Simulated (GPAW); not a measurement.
Here is a GPAW 26.7.0 calculation.

The input run.py:

```python
from ase.eos import EquationOfState
from ase.io import Trajectory, read
from ase.units import GPa
from gpaw import GPAW, PW, setup_paths

setup_paths.insert(0, '.')

atoms = read('BN.cif')

traj = Trajectory('eos.traj', 'w')
volumes, energies = [], []
for x in [0.94, 0.96, 0.98, 1.0, 1.02, 1.04, 1.06]:
    a = atoms.copy()
    a.set_cell(atoms.cell * x**(1 / 3), scale_atoms=True)
    calc = GPAW(mode=PW(800),
                xc='PBE',
                kpts={'size': (10, 10, 10), 'gamma': True},
                occupations={'name': 'fermi-dirac', 'width': 0.05},
                setups={'B': 'jth', 'N': 'jth'},
                nbands=-7,
                convergence={'density': 1e-05, 'energy': 1e-05},
                maxiter=150,
                txt=f'eos-{x:.2f}.txt')
    a.calc = calc
    energies.append(a.get_potential_energy(force_consistent=True))
    volumes.append(a.get_volume())
    p = -a.get_stress()[:3].mean() / GPa
    calc.write(f'eos-{x:.2f}.gpw')
    traj.write(a)
    print(f'{x:.2f} {volumes[-1]:10.4f} A^3 {energies[-1]:14.6f} eV {p:9.3f} GPa', flush=True)

v0, e0, B = EquationOfState(volumes, energies, eos='birchmurnaghan').fit()
print(f'V0 = {v0:.4f} A^3, E0 = {e0:.6f} eV, B0 = {B / GPa:.2f} GPa')
```

The input BN.cif:

```cif
data_BN
_cell_length_a 2.56397060
_cell_length_b 2.56397060
_cell_length_c 2.56397060
_cell_angle_alpha 60.00000000
_cell_angle_beta 60.00000000
_cell_angle_gamma 60.00000000
_space_group_name_H-M_alt 'P1'
_space_group_name_Hall 'P 1'
_space_group_IT_number 1
loop_
_space_group_symop_operation_xyz
'x,y,z'
loop_
_atom_site_label
_atom_site_type_symbol
_atom_site_symmetry_multiplicity
_atom_site_Wyckoff_symbol
_atom_site_fract_x
_atom_site_fract_y
_atom_site_fract_z
_atom_site_occupancy
N1 N 1 a 0.2500000000 0.2500000000 0.2500000000 1
B1 B 1 a 0.0000000000 0.0000000000 0.0000000000 1
```

Potentials or basis: JTH PAW 2.0, PBE, pw.

Command:

```sh
$ OMP_NUM_THREADS=1 python run.py
```

(1) Predict the equilibrium volume.

(2) Estimate the bulk modulus.

Results:

(1) 5.95 Å³/atom.

(2) 374 GPa.

Caveat: the program truncates these outside data sets.

**What was measured.**

From “Effect of nanostructuration on compressibility of cubic BN”, 2012, arxiv:1208.3664, for a bulk crystal of BN at 300 K: bulk modulus 395 ± 2 GPa.

A measured bulk modulus of BN is 395 GPa (300 K; quoted in “Effect of nanostructuration on compressibility of cubic BN”, 2012, arxiv:1208.3664); the calculated 374 GPa misses it by -5.3 %. The fit is for a static lattice scaled at fixed shape and fixed fractional positions.
